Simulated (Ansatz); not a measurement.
# MoS2: stress in a strained cell

Aim: deform MoS2 (equal xx and yy strain of +1 %) and compute stress, forces and field gradients with LAPW, PAW and all-electron datasets made for the crystal.

Computed with Ansatz 0.2.0 (DFT PBE, scalar-relativistic, unless a step's input says otherwise).

## (1) The structure to begin with

Symmetry: R3m, No. 160, trigonal system. The conventional cell has a = 3.163 Å, b = 3.163 Å, c = 18.370 Å, α = 90.00°, β = 90.00°, γ = 120.00°. Mo (site symmetry 3m) is surrounded by 6 S at 2.36 Å. Around S (site symmetry 3m) lie 3 Mo at 2.36 Å.

Coordinates:

```
Mo S
1.0
     1.58150    0.91308    6.12333
    -1.58150    0.91308    6.12333
     0.00000   -1.82616    6.12333
Mo S
1 2
Direct
  0.00000 0.00000 0.00000
  0.74840 0.74840 0.74840
  0.58490 0.58490 0.58490
```

Atoms are numbered in the order of the input: Mo1, S2, S3.

## (2) After the deformation

Space group R3m before, R3m after.

## (3) All-electron LAPW

Contents of input.yaml:

```yaml
crystal:
  lattice:
    - [1.5973153604, 0.9222104533, 6.12333]
    - [-1.5973153604, 0.9222104533, 6.12333]
    - [0.0, -1.8444209065, 6.12333]
  atoms:
    - { symbol: Mo, position: [0.0, 0.0, 0.0] }
    - { symbol: S, position: [0.7484, 0.7484, 0.7484] }
    - { symbol: S, position: [0.5849, 0.5849, 0.5849] }
kpoints:
  mp_grid: { grid: [13, 13, 13] }
  band_path:
    path:
      - [0.0, 0.0, 0.0]
      - [0.5, 0.5, 0.5]
      - [0.8182118815, 0.1817881185, 0.5]
      - [0.5, -0.1817881186, 0.1817881186]
      - [0.5, 0.0, 0.0]
      - [0.0, 0.0, 0.0]
      - [0.3408940593, -0.3408940593, 0.0]
      - [0.6591059407, 0.0, 0.3408940593]
      - [0.5, 0.0, 0.5]
    npoints: 5
scf:
  occupations: { method: fermi_dirac, width: 0.05 }
hamiltonian:
  xc: pbe
  pseudopotentials: { kind: all_electron, lapw: { basis_error: 0.0005 } }
output:
  forces: true
  stress: true
  eigenvalues: true
```

Run with:

```
> ansatz run input.yaml --threads 1 --pin off --max-ram 4096MiB --backend cpu --events-out ev --progress --plain --runs-dir out
```

## (4) PAW with frozen cores

Contents of input.yaml:

```yaml
crystal:
  lattice:
    - [1.5973153604, 0.9222104533, 6.12333]
    - [-1.5973153604, 0.9222104533, 6.12333]
    - [0.0, -1.8444209065, 6.12333]
  atoms:
    - { symbol: Mo, position: [0.0, 0.0, 0.0] }
    - { symbol: S, position: [0.7484, 0.7484, 0.7484] }
    - { symbol: S, position: [0.5849, 0.5849, 0.5849] }
kpoints:
  mp_grid: { grid: [13, 13, 13] }
scf:
  occupations: { method: fermi_dirac, width: 0.05 }
hamiltonian:
  xc: pbe
  pseudopotentials: { kind: paw }
output:
  forces: true
  stress: true
  eigenvalues: true
  efg: { contact_densities: true }
```

## (5) All-electron PAW on datasets made for the crystal

input.yaml, as its differences from that of step 4:

```diff
@@ -15,3 +15,3 @@
   xc: pbe
-  pseudopotentials: { kind: paw }
+  pseudopotentials: { kind: all_electron, datasets: crystal }
 output:
```

(Steps that only read results are left out.)

Q: Predict the outcome of this session. Wanted: pressure; largest shear or deviatoric stress.

The runs gave:

```
                                 quantity                                           value
                                 pressure  LAPW 6.01, PAW 5.99, crystal datasets 6.01 GPa
largest shear or deviatoric stress (LAPW)                                        5.47 GPa
```

In words: The largest part of the stress beyond the pressure is 5.47 GPa in size, in the zz component; the atoms are carried along and not relaxed. No run of the undeformed cell stands beside it, so the pressure holds what the given cell had before the change. PAW: stress within 0.02 GPa of LAPW, forces within 1 meV/Å. Crystal datasets: stress within 0.01 GPa of LAPW, forces within 1 meV/Å.
